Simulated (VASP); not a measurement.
# Na (Im-3m) in VASP: settings compared, part 2 of 2

VASP 6.6.1. Earlier steps stand in the parts before.

## (3) Band structure, LDA

Contents of INCAR:

```
PREC = Accurate ; ENCUT = 520
EDIFF = 1E-6 ; ISMEAR = 1
SIGMA = 0.1 ; LREAL = False
LASPH = True ; NELM = 80
ALGO = Fast ; ISIF = 2
LWAVE = False ; LCHARG = False
GGA = CA ; NBANDS = 10
```

Contents of KPOINTS:

```
Automatic mesh
0
Gamma
  12 12 12
```

Contents of POSCAR:

```
Na                                      
1.0
   -2.0853890600      2.0853890600      2.0853890600
    2.0853890600     -2.0853890600      2.0853890600
    2.0853890600      2.0853890600     -2.0853890600
  Na            
     1
Direct
     0.0000000000000000    0.0000000000000000    0.0000000000000000
```

KPOINTS_OPT is that of step 2.

Potentials or basis: VASP PAW LDA potentials, release 64 (Na_pv).

Launch:

```bash
$ cat potpaw_LDA.64/Na_pv/POTCAR > POTCAR
$ mpirun -np 1 vasp_std > vasp.out
```

OUTCAR:

```text
PREC = Accurate
   ENCUT = 520
   EDIFF = 1E-6
   ISMEAR = 1
   LREAL = False
   LASPH = True
   NELM = 80
   ISIF = 2
   GGA = CA

 ion  position               nearest neighbor table
   1  0.000  0.000  0.000-

  LATTYP: Found a body centered cubic cell.
 ALAT       =     4.1707781200

  Lattice vectors:

 A1 = (  -2.0853890600,   2.0853890600,   2.0853890600)
 A2 = (   2.0853890600,  -2.0853890600,   2.0853890600)
 A3 = (   2.0853890600,   2.0853890600,  -2.0853890600)

Analysis of symmetry for initial positions (statically):
=====================================================================
 Subroutine PRICEL returns:
 Original cell was already a primitive cell.

 Routine SETGRP: Setting up the symmetry group for a
 body centered cubic supercell.

 Subroutine GETGRP returns: Found 48 space group operations
 (whereof 48 operations were pure point group operations)
 out of a pool of 48 trial point group operations.

The static configuration has the point symmetry O_h .

Analysis of symmetry for dynamics (positions and initial velocities):
=====================================================================
 Subroutine PRICEL returns:
 Original cell was already a primitive cell.

 Routine SETGRP: Setting up the symmetry group for a
 body centered cubic supercell.

 Subroutine GETGRP returns: Found 48 space group operations
 (whereof 48 operations were pure point group operations)
 out of a pool of 48 trial point group operations.

The dynamic configuration has the point symmetry O_h .

 Subroutine INISYM returns: Found 48 space group operations
 (whereof 48 operations are pure point group operations),
 and found     1 'primitive' translations

----------------------------------------------------------------------------------------

                                     Primitive cell

  volume of cell :      36.2762

  direct lattice vectors                    reciprocal lattice vectors
[... 111 lines left out ...]
   LHFCALC =     F    Hartree Fock is set to
   AEXX    =    0.0000 exact exchange contribution
   IVDW    =     0    specifies the selected vdW correction
   LEPSILON=     F    determine dielectric tensor
   LRPA    =     F    only Hartree local field effects (RPA)
 non-spin polarized calculation
 RMM-DIIS sequential band-by-band and
 Methfessel and Paxton  Order N= 1 SIGMA  =   0.10
  energy-cutoff  :      520.00
  volume of cell :       36.28
 maximum number of plane-waves:       992
   NGX = 13   NGY = 13   NGZ = 13

 number of electron       6.9999991 magnetization

 Free energy of the ion-electron system (eV)
  ---------------------------------------------------
  ext. energy  EPLUGINS =         0.00000000
  ---------------------------------------------------
  free energy    TOTEN  =        -1.44469247 eV

  energy without entropy =       -1.44392383  energy(sigma->0) =       -1.44443626

 E-fermi :   0.1764     XC(G=0):  -6.7890

 val. band max:        0.1455507344   @ k =  -0.3333   0.4167   0.1667
 cond. band min:       0.2596745815   @ k =   0.3333   0.1667   0.0000
 fundamental gap:      0.1141238471
 Fermi energy:         0.1763730848

 k-point     1 :       0.0000    0.0000    0.0000
  band No.  band energies     occupation
      1     -24.7034      2.00000
      2     -24.7034      2.00000
      3     -24.7034      2.00000
      4      -3.1073      2.00000
      5      12.0011      0.00000
      6      12.0011      0.00000
      7      12.0011      0.00000
      8      13.1151      0.00000
      9      13.1152      0.00000
     10      13.7964      0.00000
[... 287 lines left out ...]
 k-point    24 :       0.4167    0.0833    0.0833
  band No.  band energies     occupation
      1     -24.7399      2.00000
      2     -24.7181      2.00000
      3     -24.7058      2.00000
      4       1.2230     -0.00000
      5       1.6615     -0.00000
      6       6.5181      0.00000
      7       7.5533      0.00000
      8      12.0608      0.00000
      9      12.7842      0.00000
     10      16.6829      0.00000

 [... further k-points ...]

------------------------ aborting loop because EDIFF is reached ----------------------------------------

  FORCE on cell =-STRESS in cart. coord.  units (eV):
  Direction    XX          YY          ZZ          XY          YZ          ZX
  --------------------------------------------------------------------------------------
  -------------------------------------------------------------------------------------
  Total       -0.1908584     -0.1908584     -0.1908584     -0.0000000      0.0000000     -0.0000000
  in kB       -8.4294776     -8.4294776     -8.4294776     -0.0000000      0.0000000     -0.0000000
  external PRESSURE =      -8.4294776 kB  Pullay stress =       0.0000000 kB

 VOLUME and BASIS-vectors are now :
 -----------------------------------------------------------------------------
  energy-cutoff  :      520.00
  volume of cell :       36.28
      direct lattice vectors                 reciprocal lattice vectors
    -2.085389060  2.085389060  2.085389060     0.000000000  0.239763414  0.239763414
     2.085389060 -2.085389060  2.085389060     0.239763414  0.000000000  0.239763414
     2.085389060  2.085389060 -2.085389060     0.239763414  0.239763414  0.000000000

 POSITION                                       TOTAL-FORCE (eV/Angst)
 -----------------------------------------------------------------------------------
      0.00000      0.00000      0.00000         0.000000      0.000000      0.000000
 -----------------------------------------------------------------------------------
    total drift:                               -0.000000     -0.000000     -0.000000

  FREE ENERGIE OF THE ION-ELECTRON SYSTEM (eV)
  ---------------------------------------------------
  free  energy   TOTEN  =        -1.4446924733 eV

  energy  without entropy=       -1.4439238308  energy(sigma->0) =       -1.44443626
```

stdout:

```text
POSCAR found type information on POSCAR Na
 POSCAR found :  1 types and       1 ions
 scaLAPACK will be used
 LDA part: xc-table for (Slater(with rela. corr.)+CA(PZ))
 , standard interpolation
 POSCAR, INCAR and KPOINTS ok, starting setup
 FFT: planning ... GRIDC
 FFT: planning ... GRID_SOFT
 FFT: planning ... GRID
 WAVECAR not read
 entering main loop
 Start KPOINTS_OPT (optional k-point list driver)
k-point batch [1-72\188]
k-point batch [73-144\188]
k-point batch [145-188\188]
```

It took 18 s on 1 thread of Intel Xeon 6975P-C (Granite Rapids), shared host; peak memory 0.15 GiB.

What came out:

| Property | Result |
| --- | --- |
| Free energy | -1.4447 eV |
| Pressure | -0.8 GPa |
| Band gap along the path | none (metal or under the smearing width) |

Levels at the corners of the path, in eV from the Fermi level:
| point | band 1 | band 2 | band 3 | band 4 | band 5 | band 6 | band 7 |
| --- | --- | --- | --- | --- | --- | --- | --- |
| Γ | -24.88 | -24.88 | -24.88 | -3.28 | 11.82 | 11.82 | 11.82 |
| H | -24.91 | -24.91 | -24.91 | 4.66 | 4.66 | 4.97 | 4.97 |
| H | -24.91 | -24.91 | -24.91 | 4.66 | 4.66 | 4.97 | 4.97 |
| N | -24.92 | -24.90 | -24.88 | 0.83 | 1.25 | 8.33 | 9.21 |
| N | -24.92 | -24.90 | -24.88 | 0.83 | 1.25 | 8.33 | 9.21 |
| Γ | -24.88 | -24.88 | -24.88 | -3.28 | 11.82 | 11.82 | 11.82 |
| Γ | -24.88 | -24.88 | -24.88 | -3.28 | 11.82 | 11.82 | 11.82 |
| P | -24.90 | -24.90 | -24.90 | 2.80 | 2.80 | 2.80 | 4.36 |
| P | -24.90 | -24.90 | -24.90 | 2.80 | 2.80 | 2.80 | 4.36 |
| H | -24.91 | -24.91 | -24.91 | 4.66 | 4.66 | 4.97 | 4.97 |
| P | -24.90 | -24.90 | -24.90 | 2.80 | 2.80 | 2.80 | 4.36 |
| N | -24.92 | -24.90 | -24.88 | 0.83 | 1.25 | 8.33 | 9.21 |
